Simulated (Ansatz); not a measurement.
CdS in the zincblende structure, relaxed with r2SCAN in Ansatz. Space group F-43m (No. 216), cubic; conventional cell a = 5.878 Å, 25.39 Å³ an atom. Around Cd lie 4 S at 2.55 Å; around S lie 4 Cd at 2.55 Å.

The axes x, y and z are those of this cell:
```xyz
2
Lattice="0.0000 2.9392 2.9392 2.9392 0.0000 2.9392 2.9392 2.9392 0.0000" Properties=species:S:1:pos:R:3 pbc="T T T"
Cd    0.0000    0.0000    0.0000
S     1.4696    1.4696    1.4696
```

Unstrained: The PBE gap is direct at Γ: 1.095 eV. r2SCAN gives a direct gap of 1.543 eV at Γ. HSE06 gives a direct gap of 2.106 eV at Γ. Meshes: PBE 8×8×8, r2SCAN 8×8×8, HSE06 6×6×6. Strains are changes of length per length. After each strain the atoms were relaxed again with r2SCAN within the symmetry that the strain leaves, so tilts or polar shifts that break it weren't tested; points keep the names that they have in the unstrained zone. (Simulation; spin polarisation is off.)

Task: Apply uniaxial +1.5 % along x, other directions held. How far does the gap move, against the unstrained cell?

Result: PBE: the gap goes from 1.095 to 1.047 eV (-0.048 eV); with r2SCAN the top three valence levels at Γ, degenerate before, become 2+1 from the top over 46 meV. r2SCAN: the gap goes from 1.543 to 1.493 eV (-0.050 eV). HSE06: the gap goes from 2.106 to 2.053 eV (-0.053 eV). The r2SCAN energy rises by 1.3 meV an atom.

Task: One strain changed the r2SCAN stress by xx -2.49, yy -2.49, zz -2.49, xy +1.25, xz +1.25, yz +1.25 GPa (compression positive) and the gap by -0.257 eV (PBE), -0.285 eV (r2SCAN), -0.297 eV (HSE06). Which kind of strain was it, and roughly how large?

Result: Epitaxial +4.0 % in the plane normal to [111], free normal strain -3.52 %. The pattern of the stress gives the kind; the size needs the stiffness, so it is an estimate.

Task: One strain changed the r2SCAN stress by xx +3.03, yy +3.03, zz +3.03 GPa (compression positive) and the gap by +0.097 eV (PBE), +0.102 eV (r2SCAN), +0.111 eV (HSE06). Which kind of strain was it, and roughly how large?

Result: Isotropic -1.5 % on every length. The pattern of the stress gives the kind; the size needs the stiffness, so it is an estimate.

Task: One strain changed the r2SCAN stress by xx +1.57, yy +1.57, zz +0.06 GPa (compression positive) and the gap by -0.049 eV (PBE), -0.048 eV (r2SCAN), -0.047 eV (HSE06). Which kind of strain was it, and roughly how large?

Result: Epitaxial -3.0 % in the xy plane, free normal strain +4.24 %. The pattern of the stress gives the kind; the size needs the stiffness, so it is an estimate.

Task: Apply uniaxial +2.5 % along z, other directions held. How far does the gap move, against the unstrained cell?

Result: PBE: the gap goes from 1.095 to 1.015 eV (-0.080 eV); with r2SCAN the top three valence levels at Γ, degenerate before, become 2+1 from the top over 77 meV. r2SCAN: the gap goes from 1.543 to 1.459 eV (-0.084 eV). HSE06: the gap goes from 2.106 to 2.017 eV (-0.089 eV). The r2SCAN energy rises by 3.6 meV an atom.

The runs are scalar-relativistic, without spin-orbit coupling.

The meshes of the hybrids are coarse, so their gaps aren't converged to the digits shown.

The splittings at Γ are without spin-orbit coupling, which regroups them where it is of like size or larger.
